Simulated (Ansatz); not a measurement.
## TaN under compression and expansion

```yaml
crystal:
  lattice:
    - [3.04800, 0.00000, 0.00000]
    - [-1.52400, 2.63965, 0.00000]
    - [0.00000, 0.00000, 4.91800]
  atoms:
    - { symbol: Ta, position: [0.00000, 0.00000, 0.00000] }
    - { symbol: Ta, position: [0.00000, 0.00000, 0.50000] }
    - { symbol: N, position: [0.33333, 0.66667, 0.25000] }
    - { symbol: N, position: [0.66667, 0.33333, 0.75000] }
```

The cell comes from COD entry 1523630, which wasn't checked; take it as a given geometry.

No spin–orbit coupling, which matters for the heavy atoms here.

Methods: DFT, PBE, all-electron LAPW, scalar-relativistic (Ansatz 0.2.0); DFT, PBE, PAW with Ansatz's default frozen-core files, scalar-relativistic (Ansatz 0.2.0).

For LAPW: a Γ-centred 9×9×5 k mesh, Fermi–Dirac smearing of 0.01 eV, basis error target 0.5 meV/atom, no spin polarisation. PAW takes a cutoff of 420 eV at this cell. The Ansatz runs share mesh, smearing and spin set-up. Plane-wave (PAW) pressures include the program's estimate of the Pulay term.

The cell above is scaled evenly, with fractional coordinates and shape held.

```tsv
V/V(cell)	V (Å³/atom)	P, LAPW (GPa)	P, PAW (GPa)
0.9400	9.299	95.93	96.89
0.9600	9.496	82.50	83.27
0.9800	9.694	70.29	70.90
0.9900	9.793	64.59	65.13
1.0000	9.892	59.16	59.64
1.0100	9.991	53.98	54.39
1.0200	10.090	49.04	49.39
1.0400	10.288	39.82	40.08
1.0600	10.486	31.43	31.61
```
